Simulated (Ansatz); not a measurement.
# RbBr: how the settings move a single-point run

How sensitive is a single-point run of RbBr to its settings? A reference run comes first, then four runs with altered input.

Method: reference: DFT, PBE, plane waves, PAW, in Ansatz 0.2.0.

1 further run of the same task is left out (it didn't finish).

## (1) The system as given

Symmetry: Fm-3m, No. 225, cubic system. Conventional cell: a = 6.922 Å, b = 6.922 Å, c = 6.922 Å, α = 90.00°, β = 90.00°, γ = 90.00°. Around Rb (site symmetry m-3m) lie 6 Br at 3.46 Å. Around Br (site symmetry m-3m) lie 6 Rb at 3.46 Å.

Coordinates:

```
CELL_PARAMETERS angstrom
0.00000 3.46083 3.46083
3.46083 0.00000 3.46083
3.46083 3.46083 0.00000
ATOMIC_POSITIONS crystal
Rb 0.00000 0.00000 0.00000
Br 0.50000 0.50000 0.50000
```

## (2) Reference

File input.yaml:

```yaml
crystal:
  lattice:
    - [0.0, 3.4608261073, 3.4608261073]
    - [3.4608261073, 0.0, 3.4608261073]
    - [3.4608261073, 3.4608261073, 0.0]
  atoms:
    - { symbol: Rb, position: [0.0, 0.0, 0.0] }
    - { symbol: Br, position: [0.5, 0.5, 0.5] }
kpoints:
  mp_grid: { grid: [4, 4, 4] }
hamiltonian:
  xc: pbe
scf:
  occupations: { method: fixed }
  n_extra_bands: 4
output:
  forces: true
  stress: true
  eigenvalues: true
```

On the command line:

```
$ ansatz run input.yaml --threads 4 --pin off --max-ram 3686MiB --backend cpu --events-out ev --progress --plain --runs-dir out
```

## (3) Variant: exchange pbe, correlation pbe, coeff 0.3, omega 0.5

Edit input.yaml of step 2 so:

```diff
@@ -11,3 +11,3 @@
 hamiltonian:
-  xc: pbe
+  xc: { exchange: pbe, correlation: pbe, exx: { coeff: 0.3, omega: 0.5 } }
 scf:
```

## (4) Changed: xc wpbeh

Edit input.yaml of step 2 so:

```diff
@@ -11,3 +11,3 @@
 hamiltonian:
-  xc: pbe
+  xc: wpbeh
 scf:
```

## (5) Changed: exchange pbe, correlation pbe, coeff 0.1, omega 0.2078

Edit input.yaml of step 2 so:

```diff
@@ -11,3 +11,6 @@
 hamiltonian:
-  xc: pbe
+  xc:
+    exchange: pbe
+    correlation: pbe
+    exx: { coeff: 0.1, omega: 0.2078 }
 scf:
```

## (6) Changed: exchange pbe, correlation pbe, coeff 0.1, omega 0.1

Edit input.yaml of step 2 so:

```diff
@@ -11,3 +11,3 @@
 hamiltonian:
-  xc: pbe
+  xc: { exchange: pbe, correlation: pbe, exx: { coeff: 0.1, omega: 0.1 } }
 scf:
```

**Question.** What will these runs give? Wanted: for each run, ending; energy change; pressure; gap; force.

As calculated:

| run | ending | energy change | pressure (GPa) | gap (eV) | force (eV/Å) | cycles | time |
| --- | --- | --- | --- | --- | --- | --- | --- |
| reference | converged | - | 0.5 | 4.29 | 0.00 | 6 | 0.67 s |
| 1: exchange pbe, correlation pbe, coeff 0.3, omega 0.5 | converged | not comparable | 0.3 | 5.00 | 0.00 | 9 | 11 s |
| 2: xc wpbeh | converged | not comparable | 0.3 | 5.39 | 0.00 | 10 | 11 s |
| 3: exchange pbe, correlation pbe, coeff 0.1, omega 0.2078 | converged | not comparable | 0.5 | 4.75 | 0.00 | 9 | 10 s |
| 4: exchange pbe, correlation pbe, coeff 0.1, omega 0.1 | converged | not comparable | 0.4 | 4.88 | 0.00 | 9 | 9.9 s |

Residual by cycle in the longest SCF loop of each run; runs are numbered as in the table. The quantity is the density residual dr2, in eV.

| cycle | reference | run 1 | run 2 | run 3 | run 4 |
| --- | --- | --- | --- | --- | --- |
| 1 | 3.0e-5 | 0.00457 | 0.00432 | 9.1e-4 | 9.6e-4 |
| 2 | 3.0e-5 | 6.7e-4 | 6.0e-4 | 1.0e-4 | 1.1e-4 |
| 3 | 6.8e-6 | 1.2e-4 | 1.5e-4 | 1.9e-5 | 2.1e-5 |
| 4 | 1.2e-6 | 7.3e-7 | 4.8e-6 | 3.5e-7 | 3.9e-7 |
| 5 | 1.7e-7 | - | 9.6e-7 | 1.5e-8 | 2.5e-8 |
| 6 | 4.1e-8 | - | - | - | - |

The totals of these runs aren't set against each other here.
